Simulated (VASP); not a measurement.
Here is a VASP 6.6.1 calculation.

File INCAR:

```
PREC = Accurate
ENCUT = 600
EDIFF = 1E-7
ISMEAR = 0
SIGMA = 0.03
LREAL = False
LASPH = True
NELM = 80
ALGO = Fast
ISIF = 2
LWAVE = False
LCHARG = False
IBRION = 2
NSW = 40
EDIFFG = -0.01
```

Contents of KPOINTS:

```
Automatic mesh
0
Gamma
  10 10 10
```

Contents of POSCAR:

```
ZnS                                     
1.0
    0.0000000000      2.6152513987      2.6152513987
    2.6152513987      0.0000000000      2.6152513987
    2.6152513987      2.6152513987      0.0000000000
  Zn              S             
     1     1
Direct
     0.2500000000000000    0.2500000000000000    0.2500000000000000
     0.0000000000000000    0.0000000000000000    0.0000000000000000
```

Potentials or basis: VASP PAW LDA potentials, release 64 (Zn, S).

Launch:

```sh
$ cat potpaw_LDA.64/Zn/POTCAR potpaw_LDA.64/S/POTCAR > POTCAR
$ mpirun -np 1 vasp_std > vasp.out
```

Question: Estimate the band gap on the k mesh.

Answer: 2.34 eV, direct.

Final structure:
```yaml
crystal:
  lattice:
    - [0.00000, 2.61525, 2.61525]
    - [2.61525, 0.00000, 2.61525]
    - [2.61525, 2.61525, 0.00000]
  atoms:
    - { symbol: Zn, position: [0.25000, 0.25000, 0.25000] }
    - { symbol: S, position: [0.00000, 0.00000, 0.00000] }
```

Caveat: the relaxation stopped at its first step, so nothing moved.
